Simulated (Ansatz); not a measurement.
Runs of Ansatz 0.2.0 on Tc. Symmetry: P6_3/mmc, No. 194, hexagonal system. The conventional cell has a = 2.740 Å, b = 2.740 Å, c = 4.398 Å, α = 90.00°, β = 90.00°, γ = 120.00°. Around Tc (site symmetry -6m2) lie 12 Tc at 2.71 to 2.74 Å. 

```csv
task,level,potentials or basis,spin,k mesh,points for each segment of the path,q mesh,gap on the mesh (eV),V0 of scaled cells (Å³/atom),B0 (GPa)
equation of state,LDA,Ansatz PAW,off,11 × 11 × 6,-,-,-,(a),342
band structure,PBEsol,Ansatz PAW earlier set,"SOC, no magnetisation",11 × 11 × 6,14,-,none,-,-
phonons,PBEsol,Ansatz PAW earlier set,off,10 × 10 × 6,8,2 × 2 × 2,none,-,-
equation of state,r2SCAN,Ansatz PAW,off,11 × 11 × 6,-,-,-,14.20,319
```

Alike in all rows: cell as given; cutoff (eV) 500; smearing fermi-dirac 0.05 eV.

Question: Estimate the missing entries.

Answer: (a) 13.77.

Caveats: the cell was scaled at fixed shape and fractional positions, which overstates the stiffness of a crystal with free parameters, most of all of layers and chains (some runs); the PAW data sets come from PBE, with cores solved anew for the run's functional, which leaves a small shift of forces and pressure (some runs); some modes are imaginary (some runs); the PAW data sets were made with another functional, which shifts forces and pressure a little (some runs).

A k mesh can miss the band edges, and rows without SOC leave out spin-orbit coupling on Tc.

A gap of «none» marks a metal or a gap under the smearing width.

Runs at the PBE level aren't shown here.
